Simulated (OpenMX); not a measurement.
The system is CdSe (Cadmoselite).

```xyz
4
Lattice="4.3000 0.0000 0.0000 -2.1500 3.7239 0.0000 0.0000 0.0000 7.0200" Properties=species:S:1:pos:R:3 pbc="T T T"
Cd    2.1500    1.2413    3.5100
Cd    0.0000    2.4826    0.0000
Se    2.1500    1.2413    6.2127
Se    0.0000    2.4826    2.7027
```

* Program: OpenMX 3.8.5
* Task: single point
* Functional: PBE
* Potentials or basis: OpenMX 2013 PBE set, Cd7.0-s3p2d2, Se7.0-s3p2d2, grid cutoff 500 Ry
* k mesh: 7 × 7 × 5
* Occupations: fermi-dirac, width 0.05 eV
* Spin: no spin polarisation

On this cell: pressure 3.6 GPa; largest force 0.330 eV/Å; band gap on the k mesh 0.89 eV, direct.

The same run follows on a disturbed copy (atoms moved at random, drawn with an rms of 0.05 Å):

```
Cd Se
1.0
     4.30000    0.00000    0.00000
    -2.15000    3.72391    0.00000
     0.00000    0.00000    7.02000
Cd Se
2 2
Cartesian
  2.1567 1.2342 3.5110
  -0.0038 2.5320 0.0033
  2.1947 1.2194 6.1770
  -0.0167 2.4663 2.6964
```

**Question.** What changes?

**Answer.** The energy moves by +3.4 meV/atom; pressure 3.7 GPa; largest force 0.592 eV/Å; band gap on the k mesh 0.87 eV, direct.

Forces in eV/Å, atoms in the order of the input:
```
Cd  -0.149 -0.086  0.200
Cd   0.237 -0.457  0.294
Se  -0.257  0.463 -0.131
Se   0.173  0.070 -0.363
```

Caveats: the basis of atomic orbitals isn't converged, which shifts pressures, moduli and gaps.

